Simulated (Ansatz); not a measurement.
## Pt in Ansatz: the effect of functional

Pt:

```
CELL_PARAMETERS angstrom
2.74214 0.00000 0.00000
-1.37107 2.37476 0.00000
0.00000 0.00000 4.75997
ATOMIC_POSITIONS crystal
Pt 0.33333 0.66667 0.25000
Pt 0.66667 0.33333 0.75000
```

This isn't the form of Pt at room conditions, which is fcc.

The cell isn't the ideal one: volume scaled by 0.98.

Alike in all runs:

```yaml
Program: Ansatz 0.2.0
Task: single point
Potentials_or_basis: Ansatz PAW
k_mesh: 11 × 11 × 6
Occupations: fermi-dirac, width 0.05 eV
Spin: no spin polarisation
```

```tsv
functional	cutoff	pressure (GPa)
LDA	420 eV (not typed: the program's choice for these potentials)	-11.1
PBEsol	420 eV (not typed: the program's choice for these potentials)	?
r2SCAN	500 eV (not typed: the program's choice for these potentials)	-1.3
```

Question: What does the run with functional PBEsol give?

Answer: Pressure -5.9 GPa.

Caveats: the PAW data sets come from PBE, with cores solved anew for the run's functional, which leaves a small shift of forces and pressure.
